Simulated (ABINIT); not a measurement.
Runs of ABINIT 10.8.3 (patched build) on CdTe. It takes space group F-43m (No. 216, cubic). The conventional cell has a = 6.410 Å, b = 6.410 Å, c = 6.410 Å, α = 90.00°, β = 90.00°, γ = 90.00°. Te (site symmetry -43m) has 4 Cd at 2.78 Å as nearest neighbours. Around Cd (site symmetry -43m) lie 4 Te at 2.78 Å. 

```csv
task,level,potentials or basis,k mesh,cutoff (eV),smearing,fine-grid cutoff,most SCF steps,mesh quality,gap on the mesh (eV),V0 of scaled cells (Å³/atom),B0 (GPa)
single point,LDA,JTH PAW LDA v2.0,3 × 3 × 3,463,fermi-dirac 0.05 eV,925.187 eV,-,coarse,0.56,-,-
single point,r2SCAN,JTH PAW PBE v2.0,9 × 9 × 9,544,fermi-dirac 0.05 eV,1088.46 eV,-,not flagged,1.38,-,-
equation of state,LDA,JTH PAW LDA v2.0,7 × 7 × 7,463,fermi-dirac 0.05 eV,925.187 eV,-,not flagged,-,32.99,(b)
single point,HSE06,Ansatz NC PBE,3 × 3 × 3,1007,fixed,-,60,coarse,1.62,-,-
equation of state,LDA-PZ,JTH PAW LDA v2.0,7 × 7 × 7,463,fermi-dirac 0.05 eV,925.187 eV,-,not flagged,-,32.99,47
single point,LDA,JTH PAW LDA v2.0,4 × 4 × 4,463,fermi-dirac 0.05 eV,925.187 eV,-,coarse,0.59,-,-
single point,LDA,JTH PAW LDA v2.0,9 × 9 × 9,463,fermi-dirac 0.05 eV,925.187 eV,-,not flagged,0.61,-,-
single point,r2SCAN,JTH PAW PBE v2.0,4 × 4 × 4,544,fermi-dirac 0.05 eV,1088.46 eV,-,coarse,(a),-,-
```

Alike in all rows: no spin polarisation; cell as given.

Problem. Fill in the values left out.

Solution. (a) 1.37; (b) 46.

Caveats: some runs use coarse meshes; spin-orbit coupling is left out, which moves the levels of the heavy elements (some runs); an odd mesh through Γ misses points on the zone boundary, where band edges often lie (some runs); the PAW data sets were made with another functional, which shifts forces and pressure a little (some runs); pressures at fixed basis lie under the slope of the energies (some runs); exact exchange is summed on a coarse mesh, which widens gaps by tenths of an eV (some runs); Libxc's HSE differs a little from that of other programs (some runs).

A k mesh can miss the band edges, and the runs leave out spin-orbit coupling on Cd, Te.

Not every run made on this cell is shown here.
